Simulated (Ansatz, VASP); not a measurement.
# Two plane-wave programs on Ta3N

Contents of INCAR:

```
SYSTEM = Ta3N
  PREC = Accurate
  ENCUT = 520
  EDIFF = 1E-7
  ISMEAR = 0
  SIGMA = 0.1
  LREAL = .FALSE.
  LASPH = .TRUE.
  NELM = 80
  ALGO = Normal
  ISIF = 2
  LWAVE = .FALSE.
  LCHARG = .TRUE.
  GGA = PS
  LELF = .TRUE.
  LVHAR = .TRUE.
  NBANDS = 27
```

KPOINTS

```
regular mesh
0
G
  15 15 6
  0 0 0
```

Contents of POSCAR:

```
Ta3N
1.0
    3.1310138454      0.0000000000      0.0000000000
   -1.5655069228      2.7115375298      0.0000000000
    0.0000000000      0.0000000000      7.5435492735
Ta N
3 1
Direct
    0.0000000000      0.0000000000      0.5000000000
    0.3333333300      0.6666666700      0.1852074148
    0.6666666700      0.3333333300      0.8147925852
    0.0000000000      0.0000000000      0.0000000000
```

Input for Ansatz:

```yaml
crystal:
  lattice:
    - [3.1310138454, 0.0, 0.0]
    - [-1.5655069228, 2.7115375298, 0.0]
    - [0.0, 0.0, 7.5435492735]
  atoms:
    - { symbol: Ta, position: [0.0, 0.0, 0.5] }
    - { symbol: Ta, position: [0.33333333, 0.66666667, 0.1852074148] }
    - { symbol: Ta, position: [0.66666667, 0.33333333, 0.8147925852] }
    - { symbol: "N", position: [0.0, 0.0, 0.0] }
basis:
  ecutwfc: 420
kpoints:
  mp_grid: { grid: [15, 15, 6] }
hamiltonian:
  xc: pbesol
scf:
  occupations: { method: gaussian, width: 0.1 }
output:
  forces: true
  stress: true
  eigenvalues: true
```

Alike in both runs: task single point; functional PBEsol; k mesh 15 × 15 × 6; occupations gaussian, width 0.1 eV; no spin polarisation.

|  | VASP | Ansatz |
| --- | --- | --- |
| version | VASP 6.6.1 | Ansatz 0.2.0 |
| potentials or method | VASP PAW PBE potentials, release 64 (Ta_pv, N) | scalar-relativistic, plane waves, PAW |
| plane-wave cutoff (eV) | 520 | 420 |
| valence electrons in the cell | 38 | 44 |

Ansatz gave:

```
gap on the k mesh at the Fermi level (eV)       : none
pressure (GPa)                                  : -22.3
largest component of the traceless stress (GPa) : 3.71
rms of the force components (eV/Å)              : 0.771
```

What did VASP give for the same quantities?

gap on the k mesh at the Fermi level (eV): none; pressure (GPa): -22.1; largest component of the traceless stress (GPa): 3.69; rms of the force components (eV/Å): 0.756.

Atom by atom the forces differ by 0.015 eV/Å (rms over components). A gap of «none» marks a metal or a gap that the smearing closes. The two sets of potentials don't hold the same shells in valence.

Caveats: so large a pressure means that the cell lies far from this level's equilibrium, or that cutoff or potentials fall short (VASP); the potentials were made for another functional, which shifts forces and pressure (VASP). Spin-orbit coupling is left out, which matters for the levels of Ta.
